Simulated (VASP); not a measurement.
# EuO (Fm-3m) in VASP: single point with PBE+U

Aim: the single point of EuO with PBE+U.

Everything below comes from runs of VASP 6.6.1. Logs are shortened: lines on timing, memory, paths and dates and some standing lists are left out, and cuts for length are marked.

**What was measured.**

A printed reference work, monograph reports, for a bulk crystal of EuO at 300 K: band gap 1.115 eV (optical).

The results are compared with them further down.

### 1 The cell of the first run

Symmetry: Fm-3m, No. 225, cubic system. Conventional cell: a = 5.144 Å, b = 5.144 Å, c = 5.144 Å, α = 90.00°, β = 90.00°, γ = 90.00°. Eu (site symmetry m-3m) has 6 O at 2.57 Å within 3.4 Å. Within 3.4 Å of O (site symmetry m-3m) lie 6 Eu at 2.57 Å.

### 2 Single point, PBE+U, collinear spin, ferromagnetic start

Contents of INCAR:

```
  ALGO = Normal
  EDIFF = 1E-6
  ENCUT = 600
  GGA = PE
  GGA_COMPAT = F
  ISIF = 2
  ISMEAR = 1
  ISPIN = 2
  LASPH = T
  LCHARG = F
  LDAU = T
  LDAUJ = 0.9 0
  LDAUL = 3 -1
  LDAUPRINT = 1
  LDAUTYPE = 1
  LDAUU = 4.4 0
  LMAXMIX = 6
  LORBIT = 11
  LREAL = F
  LWAVE = F
  MAGMOM = 7 0
  NBANDS = 22
  NELM = 200
  PREC = Accurate
  SIGMA = 0.15
```

Contents of KPOINTS:

```
k-points
0
Gamma
  8 8 8
```

Contents of POSCAR:

```
EuO
1.0
    0.0000000000      2.5719500000      2.5719500000
    2.5719500000      0.0000000000      2.5719500000
    2.5719500000      2.5719500000      0.0000000000
Eu O
1 1
Direct
    0.0000000000      0.0000000000      0.0000000000
    0.5000000000      0.5000000000      0.5000000000
```

Potentials or basis: VASP PAW PBE potentials, release 64 (Eu, O).

Run with:

```
cat potpaw_PBE.64/Eu/POTCAR potpaw_PBE.64/O/POTCAR > POTCAR
mpirun -np 1 vasp_std > vasp.out
```

OUTCAR:

```text
EDIFF = 1E-6
   ENCUT = 600
   GGA = PE
   ISIF = 2
   ISMEAR = 1
   ISPIN = 2
   LASPH = T
   LORBIT = 11
   LREAL = F
   NELM = 200
   PREC = Accurate

 ion  position               nearest neighbor table
   1  0.000  0.000  0.000-   2 2.57   2 2.57   2 2.57   2 2.57   2 2.57   2 2.57
   2  0.500  0.500  0.500-   1 2.57   1 2.57   1 2.57   1 2.57   1 2.57   1 2.57

  LATTYP: Found a face centered cubic cell.
 ALAT       =     5.1439000000

  Lattice vectors:

 A1 = (   0.0000000000,   2.5719500000,   2.5719500000)
 A2 = (   2.5719500000,   0.0000000000,   2.5719500000)
 A3 = (   2.5719500000,   2.5719500000,   0.0000000000)

Analysis of symmetry for initial positions (statically):
=====================================================================
 Subroutine PRICEL returns:
 Original cell was already a primitive cell.

 Routine SETGRP: Setting up the symmetry group for a
 face centered cubic supercell.

 Subroutine GETGRP returns: Found 48 space group operations
 (whereof 48 operations were pure point group operations)
 out of a pool of 48 trial point group operations.

The static configuration has the point symmetry O_h .

Analysis of symmetry for dynamics (positions and initial velocities):
=====================================================================
 Subroutine PRICEL returns:
 Original cell was already a primitive cell.

 Routine SETGRP: Setting up the symmetry group for a
 face centered cubic supercell.

 Subroutine GETGRP returns: Found 48 space group operations
 (whereof 48 operations were pure point group operations)
 out of a pool of 48 trial point group operations.

The dynamic configuration has the point symmetry O_h .

Analysis of structural, dynamic, and magnetic symmetry:
=====================================================================
 Subroutine PRICEL returns:
 Original cell was already a primitive cell.

 Routine SETGRP: Setting up the symmetry group for a
 face centered cubic supercell.

 Subroutine GETGRP returns: Found 48 space group operations
 (whereof 48 operations were pure point group operations)
 out of a pool of 48 trial point group operations.

The overall configuration has the point symmetry O_h .

 Subroutine INISYM returns: Found 48 space group operations
 (whereof 48 operations are pure point group operations),
 and found     1 'primitive' translations

----------------------------------------------------------------------------------------

                                     Primitive cell

  volume of cell :      34.0265

  direct lattice vectors                    reciprocal lattice vectors
     0.000000000  2.571950000  2.571950000    -0.194405023  0.194405023  0.194405023
     2.571950000  0.000000000  2.571950000     0.194405023 -0.194405023  0.194405023
     2.571950000  2.571950000  0.000000000     0.194405023  0.194405023 -0.194405023

  length of vectors
     3.637286572  3.637286572  3.637286572     0.336719378  0.336719378  0.336719378

  position of ions in fractional coordinates (direct lattice)
     0.000000000  0.000000000  0.000000000
     0.500000000  0.500000000  0.500000000

  ion indices of the primitive-cell ions
   primitive index   ion index
                 1           1
                 2           2

----------------------------------------------------------------------------------------

 KPOINTS: k-points

Automatic generation of k-mesh.
 Grid dimensions read from file:
 generate k-points for:    8    8    8

 Generating k-lattice:

  Cartesian coordinates                     Fractional coordinates (reciprocal lattice)
    -0.024300628  0.024300628  0.024300628     0.125000000  0.000000000  0.000000000
     0.024300628 -0.024300628  0.024300628     0.000000000  0.125000000  0.000000000
[... 58 lines left out ...]
   EDIFF  = 0.1E-05   stopping-criterion for ELM
   LREAL  =      F    real-space projection
   EDIFFG = 0.1E-04   stopping-criterion for IOM
   NSW    =      0    number of steps for IOM
   IBRION =     -1    ionic relax: 0-MD 1-quasi-New 2-CG
   NFREE  =      0    steps in history (QN), initial steepest desc. (CG)
   ISIF   =      2    stress and relaxation
   ISYM   =      2    0-nonsym 1-usesym 2-fastsym
   POTIM  = 0.5000    time-step for ionic-motion
   TEBEG  =    0.0;   TEEND  =   0.0 temperature during run
   PSTRESS=    0.0 pullay stress
   NELECT =      23.0000    total number of electrons
   NUPDOWN=      -1.0000    fix difference up-down
   EMIN   =  10.00;   EMAX   =-10.00  energy-range for DOS
   EFERMI =   0.00;   METHOD = LEGACY
   ISMEAR =     1;   SIGMA  =   0.15  broadening in eV -4-tet -1-fermi 0-gaus
   EFERMI_NEDOS =   21; number of points for ismear=-14 and -15
   IALGO  =     38    algorithm
   IMIX   =      4    mixing-type and parameters
     AMIX     =   0.40;   BMIX     =  1.00
     AMIX_MAG =   1.60;   BMIX_MAG =  1.00
  volume/ion in A,a.u.               =      17.01       114.81
  Fermi-wavevector in a.u.,A,eV,Ry     =   1.436740  2.715045 28.085452  2.064223
  Thomas-Fermi vector in A             =   2.555895
   LORBIT       =     11    0 simple, 1 ext, 2 COOP (PROOUT), +10 PAW based schemes
 LDA+U is selected, type is set to LDAUTYPE =  1
   angular momentum for each species LDAUL =     3   -1
   U (eV)           for each species LDAUU =   4.4  0.0
   J (eV)           for each species LDAUJ =   0.9  0.0
   GGA     = PE    functional components
   LHFCALC =     F    Hartree Fock is set to
   AEXX    =    0.0000 exact exchange contribution
   IVDW    =     0    specifies the selected vdW correction
   LEPSILON=     F    determine dielectric tensor
   LRPA    =     F    only Hartree local field effects (RPA)
 spin polarized calculation
 Methfessel and Paxton  Order N= 1 SIGMA  =   0.15
  energy-cutoff  :      600.00
  volume of cell :       34.03
 maximum number of plane-waves:      1158
 NGX is ok and might be reduce to    30
   NGX = 15   NGY = 15   NGZ = 15

atom =   1  type =  1  l = 3

 onsite density matrix

spin component  1

  0.9615 -0.0000 -0.0068 -0.0000  0.0000  0.0000  0.0000
 -0.0000  0.9539  0.0000 -0.0000 -0.0000 -0.0000 -0.0000
 -0.0068  0.0000  0.9650 -0.0000  0.0000  0.0000 -0.0000
 -0.0000 -0.0000 -0.0000  0.9563 -0.0000  0.0000  0.0000
  0.0000 -0.0000  0.0000 -0.0000  0.9650  0.0000  0.0068
  0.0000 -0.0000  0.0000  0.0000  0.0000  0.9703  0.0000
  0.0000 -0.0000 -0.0000  0.0000  0.0068  0.0000  0.9615

spin component  2

  0.0038  0.0000  0.0018  0.0000 -0.0000 -0.0000 -0.0000
  0.0000  0.0000 -0.0000  0.0000 -0.0000  0.0000  0.0000
  0.0018 -0.0000  0.0029  0.0000 -0.0000 -0.0000  0.0000
  0.0000  0.0000  0.0000  0.0052  0.0000 -0.0000  0.0000
 -0.0000 -0.0000 -0.0000  0.0000  0.0029 -0.0000 -0.0018
 -0.0000  0.0000 -0.0000 -0.0000 -0.0000  0.0015  0.0000
 -0.0000  0.0000  0.0000  0.0000 -0.0018  0.0000  0.0038

 occupancies and eigenvectors

  o =  0.0000  v =  0.0000  0.0000  0.0000  0.0000  0.0000  0.0000  0.0000 -0.0000  1.0000  0.0000 -0.0000 -0.0000 -0.0000 -0.0000      0.0000  0.0000  0.0000  0.0000  0.0000  0.0000  0.0000  0.0000  0.0000  0.0000  0.0000  0.0000  0.0000  0.0000
  o =  0.0015  v =  0.0000  0.0000  0.0000  0.0000  0.0000  0.0000  0.0000 -0.0043  0.0000  0.0056  0.0000  0.0034  1.0000  0.0026      0.0000  0.0000  0.0000  0.0000  0.0000  0.0000  0.0000  0.0000  0.0000  0.0000  0.0000  0.0000  0.0000  0.0000
  o =  0.0015  v =  0.0000  0.0000  0.0000  0.0000  0.0000  0.0000  0.0000 -0.6123 -0.0000  0.7905 -0.0000 -0.0058 -0.0070 -0.0045      0.0000  0.0000  0.0000  0.0000  0.0000  0.0000  0.0000  0.0000  0.0000  0.0000  0.0000  0.0000  0.0000  0.0000
  o =  0.0015  v =  0.0000  0.0000  0.0000  0.0000  0.0000  0.0000  0.0000 -0.0045  0.0000  0.0058 -0.0000  0.7905 -0.0043  0.6124      0.0000  0.0000  0.0000  0.0000  0.0000  0.0000  0.0000  0.0000  0.0000  0.0000  0.0000  0.0000  0.0000  0.0000
  o =  0.0052  v =  0.0000  0.0000  0.0000  0.0000  0.0000  0.0000  0.0000 -0.7902 -0.0000 -0.6121  0.0024  0.0191  0.0000 -0.0247      0.0000  0.0000  0.0000  0.0000  0.0000  0.0000  0.0000  0.0000  0.0000  0.0000  0.0000  0.0000  0.0000  0.0000
  o =  0.0052  v =  0.0000  0.0000  0.0000  0.0000  0.0000  0.0000  0.0000  0.0247 -0.0000  0.0191 -0.0013  0.6121 -0.0000 -0.7902      0.0000  0.0000  0.0000  0.0000  0.0000  0.0000  0.0000  0.0000  0.0000  0.0000  0.0000  0.0000  0.0000  0.0000
  o =  0.0052  v =  0.0000  0.0000  0.0000  0.0000  0.0000  0.0000  0.0000 -0.0020 -0.0000 -0.0015 -1.0000 -0.0007  0.0000  0.0010      0.0000  0.0000  0.0000  0.0000  0.0000  0.0000  0.0000  0.0000  0.0000  0.0000  0.0000  0.0000  0.0000  0.0000
  o =  0.9539  v =  0.0000  1.0000 -0.0000  0.0000 -0.0000 -0.0000  0.0000  0.0000  0.0000  0.0000  0.0000  0.0000  0.0000  0.0000      0.0000  0.0000  0.0000  0.0000  0.0000  0.0000  0.0000  0.0000  0.0000  0.0000  0.0000  0.0000  0.0000  0.0000
  o =  0.9563  v =  0.0000  0.0000  0.0000 -0.9987 -0.0312 -0.0000  0.0402  0.0000  0.0000  0.0000  0.0000  0.0000  0.0000  0.0000      0.0000  0.0000  0.0000  0.0000  0.0000  0.0000  0.0000  0.0000  0.0000  0.0000  0.0000  0.0000  0.0000  0.0000
  o =  0.9563  v =  0.0000 -0.0000  0.0000  0.0509 -0.6116  0.0000  0.7895  0.0000  0.0000  0.0000  0.0000  0.0000  0.0000  0.0000      0.0000  0.0000  0.0000  0.0000  0.0000  0.0000  0.0000  0.0000  0.0000  0.0000  0.0000  0.0000  0.0000  0.0000
  o =  0.9563  v = -0.7906 -0.0000 -0.6124 -0.0000  0.0000  0.0000  0.0000  0.0000  0.0000  0.0000  0.0000  0.0000  0.0000  0.0000      0.0000  0.0000  0.0000  0.0000  0.0000  0.0000  0.0000  0.0000  0.0000  0.0000  0.0000  0.0000  0.0000  0.0000
  o =  0.9703  v =  0.0000  0.0000  0.0000 -0.0000  0.2952  0.9277  0.2287  0.0000  0.0000  0.0000  0.0000  0.0000  0.0000  0.0000      0.0000  0.0000  0.0000  0.0000  0.0000  0.0000  0.0000  0.0000  0.0000  0.0000  0.0000  0.0000  0.0000  0.0000
  o =  0.9703  v =  0.0000  0.0000  0.0000  0.0000  0.7334 -0.3734  0.5681  0.0000  0.0000  0.0000  0.0000  0.0000  0.0000  0.0000      0.0000  0.0000  0.0000  0.0000  0.0000  0.0000  0.0000  0.0000  0.0000  0.0000  0.0000  0.0000  0.0000  0.0000
  o =  0.9703  v =  0.6124 -0.0000 -0.7906 -0.0000  0.0000  0.0000  0.0000  0.0000  0.0000  0.0000  0.0000  0.0000  0.0000  0.0000      0.0000  0.0000  0.0000  0.0000  0.0000  0.0000  0.0000  0.0000  0.0000  0.0000  0.0000  0.0000  0.0000  0.0000

 number of electron      22.9999999 magnetization       7.0000410

 Free energy of the ion-electron system (eV)
  ---------------------------------------------------
  ext. energy  EPLUGINS =         0.00000000
  ---------------------------------------------------
  free energy    TOTEN  =       -21.42949275 eV

  energy without entropy =      -21.43586903  energy(sigma->0) =      -21.43161818

 E-fermi :   4.1511     XC(G=0): -10.7987

 val. band max:        4.1161733293   @ k =   0.1250   0.0000   0.0000
 cond. band min:       4.1517763435   @ k =   0.1250   0.1250   0.0000
 fundamental gap:      0.0356030142
 Fermi energy:         4.1511287289

 spin component 1

 k-point     1 :       0.0000    0.0000    0.0000
  band No.  band energies     occupation
      1     -36.3141      1.00000
      2     -14.8230      1.00000
      3     -14.8230      1.00000
      4     -14.8230      1.00000
      5     -13.9997      1.00000
      6       0.7589      1.00000
[... 1193 lines left out ...]
     21      15.3541      0.00000
     22      15.4853      0.00000

 [... further k-points ...]
[... 5 lines left out ...]
  --------------------------------------------------------------------------------------
  -------------------------------------------------------------------------------------
  Total       -0.2201550     -0.2201550     -0.2201550     -0.0000000      0.0000000      0.0000000
  in kB      -10.3662471    -10.3662471    -10.3662471     -0.0000000      0.0000000      0.0000000
  external PRESSURE =     -10.3662471 kB  Pullay stress =       0.0000000 kB

 VOLUME and BASIS-vectors are now :
 -----------------------------------------------------------------------------
  energy-cutoff  :      600.00
  volume of cell :       34.03
      direct lattice vectors                 reciprocal lattice vectors
     0.000000000  2.571950000  2.571950000    -0.194405023  0.194405023  0.194405023
     2.571950000  0.000000000  2.571950000     0.194405023 -0.194405023  0.194405023
     2.571950000  2.571950000  0.000000000     0.194405023  0.194405023 -0.194405023

 POSITION                                       TOTAL-FORCE (eV/Angst)
 -----------------------------------------------------------------------------------
      0.00000      0.00000      0.00000         0.000000     -0.000000      0.000000
      2.57195      2.57195      2.57195        -0.000000      0.000000     -0.000000
 -----------------------------------------------------------------------------------
    total drift:                                0.000000      0.000000      0.000000

  FREE ENERGIE OF THE ION-ELECTRON SYSTEM (eV)
  ---------------------------------------------------
  free  energy   TOTEN  =       -21.4294927460 eV

  energy  without entropy=      -21.4358690335  energy(sigma->0) =      -21.43161818

 total charge

# of ion       s       p       d       f       tot
--------------------------------------------------
    1        2.032   5.787   0.333   6.745  14.898
    2        1.551   3.402   0.000   0.000   4.953
--------------------------------------------------
tot          3.583   9.189   0.333   6.745  19.850

 magnetization (x)

# of ion       s       p       d       f       tot
--------------------------------------------------
    1       -0.014  -0.110   0.100   6.707   6.683
    2       -0.005  -0.097   0.000   0.000  -0.101
--------------------------------------------------
tot         -0.018  -0.207   0.100   6.707   6.582
```

Run time: 74 s. Hardware: 1 thread of Intel Xeon Platinum 8259CL at 2.50GHz (Skylake/Cascade Lake), shared host; peak memory 0.22 GiB.

What came out:

```
Free energy                                           : -21.4295 eV
Pressure                                              : -1.0 GPa
Band gap on the k mesh                                : zero (filled and empty bands overlap)
Net moment                                            : 7.00 μB per cell
Site moments                                          : Eu +6.68; O -0.10 μB
Valence electrons inside the program's atomic spheres : Eu 14.90; O 4.95
```

Eigenvalues of the final occupation matrices:
| site | spin | trace | eigenvalues |
| --- | --- | --- | --- |
| site 1 f | 1 | 6.73 | 0.95 0.96 0.96 0.96 0.97 0.97 0.97 |
| site 1 f | 2 | 0.02 | 0.00 0.00 0.00 0.00 0.01 0.01 0.01 |

Caveat: spin-orbit coupling is left out, which moves the levels of the heavy elements; a cell with one magnetic atom can't hold antiferromagnetic order, which such compounds often take.

### 3 Comparison with measurements

Step 2. Against the measured gap of EuO, 1.115 eV (optical; 300 K; a printed reference work, monograph), the calculated 0.00 eV is off by -1.11 eV. So large a miss can be the level of theory's own, or it may mean another phase, state or a wrong row. Spin-orbit coupling on Eu is left out. The value is that of PBE+U on a finite k mesh, which can miss the band edges, without temperature or zero-point motion. The run's magnetic order (collinear spin, ferromagnetic start) needn't be the measured crystal's.
